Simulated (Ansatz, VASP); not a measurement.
**Two plane-wave programs on Ag**

```
Ag
1.0
    -1.63082    1.63082    1.65565
     1.63082   -1.63082    1.65565
     1.63082    1.63082   -1.65565
Ag
1
Cartesian
  0.0000 0.0000 0.0000
```

Change from the starting cell: strain -0.015 along x and y, +0.000 along z, atoms carried along.

Alike in both runs: task single point; functional PBEsol; k mesh 20 × 20 × 20; occupations gaussian, width 0.15 eV; no spin polarisation.

|  | VASP | Ansatz |
| --- | --- | --- |
| version | VASP 6.6.1 | Ansatz 0.2.0 |
| potentials or method | VASP PAW PBE potentials, release 64 (Ag) | scalar-relativistic, plane waves, PAW |
| plane-wave cutoff (eV) | 520 | 420 |
| valence electrons in the cell | 11 | 19 |

```tsv
	VASP	Ansatz	Ansatz less VASP
gap on the k mesh at the Fermi level (eV)	none	none	-
pressure (GPa)	-5.0	-4.9	+0.16
largest component of the traceless stress (GPa)	0.27	0.28	+0.002
```

A gap of «none» marks a metal or a gap that the smearing closes. The functional is the same, so the differences come from potentials, cutoffs and numerics. The two sets of potentials don't hold the same shells in valence.

Caveats: the PAW data sets were made with another functional, which shifts forces and pressure a little (VASP).
